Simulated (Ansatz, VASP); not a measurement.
## Two plane-wave programs on HfO2

```xyz
3
Lattice="0.0000 2.6762 2.4851 2.6762 0.0000 2.4851 2.6762 2.6762 0.0000" Properties=species:S:1:pos:R:3 pbc="T T T"
Hf    0.0000    0.0000    0.0000
O     1.3381    1.3381    1.2425
O     4.0144    4.0144    3.7276
```

Change from the starting cell: strain +0.050 along x and y, -0.025 along z, atoms carried along.

Alike in both runs: task single point; functional PBE; k mesh 8 × 8 × 8; occupations gaussian, width 0.05 eV; no spin polarisation.

```csv
,VASP,Ansatz
version,VASP 6.6.1,Ansatz 0.2.0
potentials or method,"VASP PAW PBE potentials, release 64 (Hf_pv, O)","scalar-relativistic, plane waves, PAW"
plane-wave cutoff (eV),520,420
valence electrons in the cell,22,38
```

VASP gave:

```
gap on the k mesh at the Fermi level (eV)       : 2.75
least direct gap on the mesh (eV)               : 2.93
pressure (GPa)                                  : -17.9
largest component of the traceless stress (GPa) : 20.45
```

Problem. What did Ansatz give for the same quantities?

Solution. gap on the k mesh at the Fermi level (eV): 2.78; least direct gap on the mesh (eV): 2.95; pressure (GPa): -15.0; largest component of the traceless stress (GPa): 20.16.

With one functional, cell and mesh, what is left measures potentials, basis and numerics. The two sets of potentials don't hold the same shells in valence.

Caveats: so large a pressure means that the cell lies far from this level's equilibrium, or that cutoff or potentials fall short (VASP); spin-orbit coupling is left out, which moves the levels of the heavy elements. A k mesh can miss the band edges.
